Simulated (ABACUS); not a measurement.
**BaTiO3: equation of state with r2SCAN**

The system is BaTiO3.

```
Ba Ti O
1.0
     3.99980    0.00000    0.00000
     0.00000    3.99980    0.00000
     0.00000    0.00000    4.01800
Ba Ti O
1 1 3
Direct
  0.00000 0.00000 0.00000
  0.50000 0.50000 0.49000
  0.00000 0.50000 0.51700
  0.50000 0.00000 0.51700
  0.50000 0.50000 0.01900
```

```
Program                                       : ABACUS 3.10.1
Task                                          : equation of state
Functional                                    : r2SCAN
Potentials or basis                           : SG15 ONCV 1.2 PBE
Cutoff                                        : 1320 eV
Density cutoff                                : 5279 eV
Basis                                         : plane waves
k mesh                                        : 4 × 4 × 4
Occupations                                   : fermi-dirac, width 0.05 eV
Spin                                          : no spin polarisation
Radial cutoff of the potentials (pseudo_rcut) : 7 bohr
SCF threshold on the density                  : 1e-08
Max SCF steps                                 : 100
Eigensolver                                   : dav
Mixing                                        : broyden
Mixing share                                  : 0.7
Symmetry key                                  : 1
```

The equilibrium volume is 12.78 Å³/atom and the bulk modulus at fixed shape and positions is 177 GPa. The pressure derivative of the bulk modulus is 4.7 (rough: it moves with the points fitted).

Energy against volume, from the lowest point:
| volume (Å³/atom) | energy (meV/atom) |
| --- | --- |
| 12.085 | 22.69 |
| 12.342 | 8.33 |
| 12.599 | 1.01 |
| 12.856 | 0.00 |
| 13.113 | 4.64 |
| 13.371 | 13.33 |
| 13.628 | 27.52 |

All runs of the series together: 4.9 min on 4 threads of Intel(R) Xeon(R) 6975P-C (Granite Rapids) (shared host).

Caveat: the k mesh is coarse (spacing up to 0.39 Å⁻¹), so the values aren't converged; the cell was scaled at fixed shape and fractional positions, which overstates the stiffness of a crystal with free parameters, most of all of layers and chains; the potentials were made for another functional, which shifts forces and pressure. Spin-orbit coupling is left out, which matters for the levels of Ba.
